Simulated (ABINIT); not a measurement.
# HfC (P6_3/mmc) in ABINIT: single point with LDA

Aim: the single point of HfC with LDA.

Program: ABINIT 10.8.3 (patched build). These are calculated values, not measurements. Logs are shortened: lines on timing, memory, paths and dates and some standing lists are left out, and cuts for length are marked. The log counts tension as positive stress, the text compression.

## (1) The crystal as given

The structure is hexagonal, space group P6_3/mmc (No. 194). The conventional cell has a = 3.343 Å, b = 3.343 Å, c = 5.203 Å, α = 90.00°, β = 90.00°, γ = 120.00°. Hf (site symmetry -6m2) is surrounded by 6 C at 2.33 Å. C (site symmetry -3m) has 6 Hf at 2.33 Å and 2 C at 2.60 Å as nearest neighbours.

The cell comes from a database or a generator and needn't be the stable form of this composition.

## (2) Single point, LDA

run.abi

```
pp_dirpath "./"
pseudos "Hf.upf, C.upf"

acell 6.3171013117 6.3171013116 9.8317045648
rprim
     1.0000000000     0.0000000000     0.0000000000
    -0.5000000000     0.8660254038     0.0000000000
     0.0000000000     0.0000000000     1.0000000000
ntypat 2
znucl 72 6
natom 4
typat 1 1 2 2
xred
     0.3333333333     0.6666666667     0.2500000000
     0.6666666667     0.3333333333     0.7500000000
     0.0000000000     0.0000000000     0.5000000000
     0.0000000000     0.0000000000     0.0000000000

ecut 843.552974 eV

kptopt 1
ngkpt 7 7 4
nshiftk 1
shiftk 0.0 0.0 0.0

ixc 7

nband 20
occopt 3
tsmear 0.05 eV

nstep 100
tolvrs 1.0e-10

iomode 3
prtwf 0
prtden 0
prteig 0
prtebands 0
prtvol 2
```

Potentials or basis: PseudoDojo NC SR LDA v0.4.1 standard.

Command:

```console
abinit run.abi > log 2>&1
```

run.abo:

```text
.Version 10.8.3 of ABINIT
 Symmetries : space group P6_3/m m c (#194); Bravais hP (primitive hexag.)
================================================================================
 Values of the parameters that define the memory need of the present run
     intxc =       0    ionmov =       0      iscf =       7    lmnmax =       8
     lnmax =       8     mgfft =      50  mpssoang =       4    mqgrid =    3001
     natom =       4  nloc_mem =       1    nspden =       1   nspinor =       1
    nsppol =       1      nsym =      24    n1xccc =    2501    ntypat =       2
    occopt =       3   xclevel =       1
       mpw =        2824          nfft =       51200          nkpt =          24
================================================================================
================================================================================

--------------------------------------------------------------------------------
------------- Echo of variables that govern the present computation ------------
--------------------------------------------------------------------------------
 -outvars: echo values of preprocessed input variables --------
            acell      6.3171013117E+00  6.3171013116E+00  9.8317045648E+00 Bohr
              amu      1.78490000E+02  1.20110000E+01
             ecut      3.10000000E+01 Hartree
              ixc           7
         kptrlatt        7    0    0      0    7    0      0    0    4
          kptrlen      3.93268183E+01
            natom           4
            nband          20
            ngfft          32      32      50
             nkpt          24
            nstep         100
             nsym          24
           ntypat           2
           occopt           3
           prtden           0
        prtebands           0
           prteig           0
           prtvol           2
            prtwf           0
            rprim      1.0000000000E+00  0.0000000000E+00  0.0000000000E+00
                      -5.0000000000E-01  8.6602540380E-01  0.0000000000E+00
                       0.0000000000E+00  0.0000000000E+00  1.0000000000E+00
          spgroup         194
           tolvrs      1.00000000E-10
           tsmear      1.83746611E-03 Hartree
            typat      1  1  2  2
           xangst      1.7639542727E-11  1.9300046143E+00  1.3006784991E+00
                       1.6714330254E+00  9.6500230716E-01  3.9020354974E+00
                       9.7917553451E-28  1.0713677802E-16  2.6013569982E+00
                       9.7917553451E-28  1.0713677802E-16  1.4440432174E-16
            xcart      3.3333904740E-11  3.6471801428E+00  2.4579261412E+00
                       3.1585506559E+00  1.8235900714E+00  7.3737784236E+00
                       1.8503735894E-27  2.0245916848E-16  4.9158522824E+00
                       1.8503735894E-27  2.0245916848E-16  2.7288461948E-16
             xred      3.3333333333E-01  6.6666666667E-01  2.5000000000E-01
                       6.6666666667E-01  3.3333333333E-01  7.5000000000E-01
                       1.8503717077E-17  3.7007434154E-17  5.0000000000E-01
                       1.8503717077E-17  3.7007434154E-17  2.7755575616E-17
            znucl       72.00000    6.00000

================================================================================

 chkinp: Checking input parameters for consistency.

================================================================================
== DATASET  1 ==================================================================

--- !DatasetInfo
iteration_state: {dtset: 1, }
dimensions: {natom: 4, nkpt: 24, mband: 20, nsppol: 1, nspinor: 1, nspden: 1, mpw: 2824, }
cutoff_energies: {ecut:  31.0, pawecutdg:  -1.0, }
electrons: {nelect:   3.20000000E+01, charge:   0.00000000E+00, occopt:   3.00000000E+00, tsmear:   1.83746611E-03, }
meta: {optdriver: 0, ionmov: 0, optcell: 0, iscf: 7, paral_kgb: 0, }
...

 Exchange-correlation functional for the present dataset will be:
  LDA: Perdew-Wang 92 LSD fit to Ceperley-Alder data - ixc=7
  J.P.Perdew and Y.Wang, PRB 45, 13244 (1992)

 Real(R)+Recip(G) space primitive vectors, cartesian coordinates (Bohr,Bohr^-1):
 R(1)=  6.3171013  0.0000000  0.0000000  G(1)=  0.1583005  0.0913948  0.0000000
 R(2)= -3.1585507  5.4707702  0.0000000  G(2)=  0.0000000  0.1827896  0.0000000
 R(3)=  0.0000000  0.0000000  9.8317046  G(3)=  0.0000000  0.0000000  0.1017118
[... 182 lines left out ...]
  3.88E-17 3.88E-17 3.50E-16 3.50E-16 3.17E-16 3.17E-16 1.30E-17 1.30E-17
  4.21E-16 4.21E-16 8.05E-16 8.09E-16 8.53E-16 8.62E-16 1.55E-15 1.55E-15
  6.96E-15 1.21E-14 1.32E-10 1.80E-10
 reduced coordinates (array xred) for    4 atoms
       0.333333333333      0.666666666667      0.250000000000
       0.666666666667      0.333333333333      0.750000000000
       0.000000000000      0.000000000000      0.500000000000
       0.000000000000      0.000000000000      0.000000000000
 rms dE/dt=  1.5052E-28; max dE/dt=  4.0390E-28; dE/dt below (all hartree)
    1       0.000000000000     -0.000000000000      0.000000000000
    2       0.000000000000      0.000000000000      0.000000000000
    3       0.000000000000      0.000000000000      0.000000000000
    4       0.000000000000      0.000000000000      0.000000000000

 cartesian coordinates (angstrom) at end:
    1      0.00000000001764     1.93000461432680     1.30067849912339
    2      1.67143302543344     0.96500230716340     3.90203549737018
    3      0.00000000000000     0.00000000000000     2.60135699824679
    4      0.00000000000000     0.00000000000000     0.00000000000000

 cartesian forces (hartree/bohr) at end:
    1     -0.00000000000000     0.00000000000000    -0.00000000000000
    2     -0.00000000000000    -0.00000000000000    -0.00000000000000
    3      0.00000000000000     0.00000000000000    -0.00000000000000
    4      0.00000000000000     0.00000000000000    -0.00000000000000
 frms,max,avg= 2.3827929E-29 6.4599622E-29   0.000E+00  0.000E+00  0.000E+00 h/b

 cartesian forces (eV/Angstrom) at end:
    1     -0.00000000000000     0.00000000000000    -0.00000000000000
    2     -0.00000000000000    -0.00000000000000    -0.00000000000000
    3      0.00000000000000     0.00000000000000    -0.00000000000000
    4      0.00000000000000     0.00000000000000    -0.00000000000000
 frms,max,avg= 1.2252814E-27 3.3218461E-27   0.000E+00  0.000E+00  0.000E+00 e/A
 length scales=  6.317101311700  6.317101311600  9.831704564800 bohr
              =  3.342866050849  3.342866050796  5.202713996494 angstroms
 Fermi (or HOMO) energy (hartree) =   0.41214   Average Vxc (hartree)=  -0.47799
 Eigenvalues (hartree) for nkpt=  24  k points:
 kpt#   1, nband= 20, wtk=  0.00510, kpt=  0.0000  0.0000  0.0000 (reduced coord)
  -1.84212   -1.84029   -0.70814   -0.68724   -0.68724   -0.68391   -0.68391   -0.68068
  -0.05735    0.10609    0.16265    0.30075    0.30075    0.37112    0.37112    0.45121
   0.46595    0.46595    0.48340    0.48341
      occupation numbers for kpt#   1
   2.00000    2.00000    2.00000    2.00000    2.00000    2.00000    2.00000    2.00000
   2.00000    2.00000    2.00000    2.00000    2.00000    2.00000    2.00000    0.00000
   0.00000    0.00000    0.00000    0.00000
 kpt#   2, nband= 20, wtk=  0.03061, kpt=  0.1429  0.0000  0.0000 (reduced coord)
  -1.84188   -1.84022   -0.70642   -0.69066   -0.68851   -0.68706   -0.68409   -0.68136
  -0.04271    0.09864    0.17879    0.27158    0.31255    0.34520    0.34878    0.41577
   0.46551    0.47665    0.48432    0.51996
      occupation numbers for kpt#   2
   2.00000    2.00000    2.00000    2.00000    2.00000    2.00000    2.00000    2.00000
   2.00000    2.00000    2.00000    2.00000    2.00000    2.00000    2.00000    0.24345
   0.00000    0.00000    0.00000    0.00000
 kpt#   3, nband= 20, wtk=  0.03061, kpt=  0.2857  0.0000  0.0000 (reduced coord)
[... 160 lines left out ...]
  -1.84036   -1.84036   -0.70516   -0.70516   -0.69290   -0.69290   -0.68595   -0.68595
   0.04543    0.04543    0.24167    0.24167    0.31023    0.31023    0.33045    0.33045
   0.46568    0.46568    0.57820    0.57821
      occupation numbers for kpt#  23
   2.00000    2.00000    2.00000    2.00000    2.00000    2.00000    2.00000    2.00000
   2.00000    2.00000    2.00000    2.00000    2.00000    2.00000    2.00000    2.00000
   0.00000    0.00000    0.00000    0.00000
 kpt#  24, nband= 20, wtk=  0.03061, kpt=  0.2857  0.2857  0.5000 (reduced coord)
  -1.84032   -1.84032   -0.70298   -0.70298   -0.69657   -0.69657   -0.68527   -0.68527
   0.05002    0.05002    0.22964    0.22964    0.32393    0.32393    0.32599    0.32599
   0.47134    0.47134    0.55500    0.55500
      occupation numbers for kpt#  24
   2.00000    2.00000    2.00000    2.00000    2.00000    2.00000    2.00000    2.00000
   2.00000    2.00000    2.00000    2.00000    2.00000    2.00000    2.00000    2.00000
   0.00000    0.00000    0.00000    0.00000
 Total charge density [el/Bohr^3]
)     Maximum=    6.5848E-01  at reduced coord.    0.8125    0.4063    0.7800
)Next maximum=    6.5848E-01  at reduced coord.    0.5938    0.4063    0.7800
)     Minimum=    1.6214E-02  at reduced coord.    0.6563    0.3125    0.2400
)Next minimum=    1.6214E-02  at reduced coord.    0.6563    0.3438    0.2400
   Integrated=    3.2000E+01

--- !EnergyTerms
iteration_state     : {dtset: 1, }
comment             : Components of total free energy in Hartree
kinetic             :  3.70130946286403E+01
hartree             :  1.33195124918134E+01
xc                  : -3.25864720519802E+01
Ewald energy        : -9.52300750964244E+01
psp_core            :  4.95183304779001E+00
local_psp           : -5.72065499824590E+01
non_local_psp       :  4.65687786516958E+00
internal            : -1.25081779097450E+02
'-kT*entropy'       : -1.60140332561982E-04
total_energy        : -1.25081939237783E+02
total_energy_eV     : -3.40365296099564E+03
band_energy         : -1.19419972501869E+01
...

 Cartesian components of stress tensor (hartree/bohr^3)
  sigma(1 1)=  6.01848322E-04  sigma(3 2)=  0.00000000E+00
  sigma(2 2)=  6.01848322E-04  sigma(3 1)=  0.00000000E+00
  sigma(3 3)=  4.04206082E-04  sigma(2 1)= -1.38702480E-13

-Cartesian components of stress tensor (GPa)         [Pressure= -1.5769E+01 GPa]
- sigma(1 1)=  1.77069890E+01  sigma(3 2)=  0.00000000E+00
- sigma(2 2)=  1.77069890E+01  sigma(3 1)=  0.00000000E+00
- sigma(3 3)=  1.18921535E+01  sigma(2 1)= -4.08076784E-09

== END DATASET(S) ==============================================================
================================================================================

 -outvars: echo values of variables after computation  --------
            acell      6.3171013117E+00  6.3171013116E+00  9.8317045648E+00 Bohr
           etotal     -1.2508193924E+02
            fcart     -2.6640434931E-29  2.1533207190E-29 -0.0000000000E+00
                      -5.3280869862E-30 -6.4599621571E-29 -0.0000000000E+00
                       1.5984260959E-29  2.1533207190E-29 -0.0000000000E+00
                       1.5984260959E-29  2.1533207190E-29 -0.0000000000E+00
            rprim      1.0000000000E+00  0.0000000000E+00  0.0000000000E+00
                      -5.0000000000E-01  8.6602540380E-01  0.0000000000E+00
                       0.0000000000E+00  0.0000000000E+00  1.0000000000E+00
           strten      6.0184832185E-04  6.0184832179E-04  4.0420608157E-04
                       0.0000000000E+00  0.0000000000E+00 -1.3870247955E-13
           xangst      1.7639542727E-11  1.9300046143E+00  1.3006784991E+00
                       1.6714330254E+00  9.6500230716E-01  3.9020354974E+00
                       9.7917553451E-28  1.0713677802E-16  2.6013569982E+00
                       9.7917553451E-28  1.0713677802E-16  1.4440432174E-16
             xred      3.3333333333E-01  6.6666666667E-01  2.5000000000E-01
                       6.6666666667E-01  3.3333333333E-01  7.5000000000E-01
                       1.8503717077E-17  3.7007434154E-17  5.0000000000E-01
                       1.8503717077E-17  3.7007434154E-17  2.7755575616E-17
 Calculation completed.
```

Wall time 36 s (1 thread of Arm Neoverse V2, shared host); peak memory 0.08 GiB.

What came out:

| Item | Value |
| --- | --- |
| Free energy | -3403.6530 eV |
| Band gap on the k mesh | none (metal or under the smearing width) |
| Valence electrons inside the program's atomic spheres | Hf 8.48; C 3.84 |

Levels at points of the mesh, in eV from the Fermi level:
```tsv
k point	band 13	band 14	band 15	band 16	band 17	band 18	band 19	band 20
(0.00, 0.00, 0.00)	-3.03	-1.12	-1.12	1.06	1.46	1.46	1.94	1.94
(0.00, 0.00, 0.50)	-2.59	-2.59	-2.59	-2.59	3.99	3.99	3.99	4.01
```

Caveat: the cutoff is too short for stress, so the log's stress isn't used.
